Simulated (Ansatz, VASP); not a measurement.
Sb in VASP and in Ansatz

```xyz
1
Lattice="2.1545 1.2439 1.7577 -2.1545 1.2439 1.7577 0.0000 -2.4878 1.7577" Properties=species:S:1:pos:R:3 pbc="T T T"
Sb    0.0000    0.0000    2.6366
```

Alike in both runs: functional PBE; k mesh 18 × 18 × 18; occupations gaussian, width 0.1 eV; no spin polarisation.

Ansatz relaxed the structure, and its values are those at the end. VASP's run is a single point on that final structure, the one shown.

|  | VASP | Ansatz |
| --- | --- | --- |
| version | VASP 6.6.1 | Ansatz 0.2.0 |
| potentials or method | VASP PAW PBE potentials, release 64 (Sb) | scalar-relativistic, plane waves, PAW |
| plane-wave cutoff (eV) | 520 | 420 |
| valence electrons in the cell | 5 | 15 |

VASP gave:

* gap on the k mesh at the Fermi level (eV): none
* pressure (GPa): 4.0

Question: What did Ansatz give for the same quantities?

Answer: gap on the k mesh at the Fermi level (eV): none; pressure (GPa): 3.9.

A gap of «none» marks a metal or a gap that the smearing closes. The functional is the same, so the differences come from potentials, cutoffs and numerics. The two sets of potentials don't hold the same shells in valence.

Spin-orbit coupling is left out, which matters for the levels of Sb.
